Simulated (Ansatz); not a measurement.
# AlN: the cost of one run

Method: DFT PBE, scalar-relativistic, plane waves, PAW, in Ansatz 0.2.0.

2 further runs of the same task are left out: 2 set aside as unsound or not needed.

## 1. The starting structure

Symmetry: P6_3mc, No. 186, hexagonal system. Conventional cell: a = 3.130 Å, b = 3.130 Å, c = 5.018 Å, α = 90.00°, β = 90.00°, γ = 120.00°. Al (site symmetry 3m) is surrounded by 4 N at 1.90 to 1.91 Å. Around N (site symmetry 3m) lie 4 Al at 1.90 to 1.91 Å.

Structure file:

```cif
data_structure
_symmetry_space_group_name_H-M 'P6_3mc'
_symmetry_Int_Tables_number 186
_cell_length_a 3.1302
_cell_length_b 3.1302
_cell_length_c 5.0180
_cell_angle_alpha 90.000
_cell_angle_beta 90.000
_cell_angle_gamma 120.000
_cell_volume 42.58
loop_
_atom_site_label
_atom_site_type_symbol
_atom_site_symmetry_multiplicity
_atom_site_Wyckoff_symbol
_atom_site_fract_x
_atom_site_fract_y
_atom_site_fract_z
_atom_site_occupancy
Al1 Al 2 b 0.33333 0.66667 0.00173 1
N1 N 2 b 0.33333 0.66667 0.38327 1
```

It is the result of an earlier relaxation at this level (volume 10.65 Å³/atom; gap on the mesh: 4.03 eV).

## 2. A stricter relaxation

Response runs need a geometry at rest under their own mesh and occupations; hence this stricter relaxation.

Input file input.yaml:

```yaml
crystal:
  lattice:
    - [3.1302395629, 0.0, 0.0]
    - [-1.5651197815, 2.7108669814, 0.0]
    - [0.0, 0.0, 5.0179796547]
  atoms:
    - { symbol: Al, position: [0.3333333333, 0.6666666667, 0.0017287175] }
    - { symbol: Al, position: [0.6666666667, 0.3333333333, 0.5017287175] }
    - { symbol: "N", position: [0.3333333333, 0.6666666667, 0.3832712825] }
    - { symbol: "N", position: [0.6666666667, 0.3333333333, 0.8832712825] }
basis:
  ecutwfc: 420
kpoints:
  mp_grid: { grid: [12, 12, 6] }
hamiltonian:
  xc: pbe
scf:
  occupations: { method: fixed }
output:
  forces: true
  stress: true
  eigenvalues: true
relax:
  adjacent_minimum: "off"
  f_tol: 0.001
  max_steps: 60
  cell: { stress_tol: 0.01 }
```

Launch:

```bash
$ ansatz run input.yaml --threads 1 --pin off --max-ram 3072MiB --backend cpu --events-out ev --progress --plain --runs-dir out
```

Q: Estimate wall time and peak memory on 1 thread of Intel Xeon Platinum 8259CL at 2.50GHz (Skylake/Cascade Lake), shared host.

About 9.8 s, with a peak of 0.4 GiB.
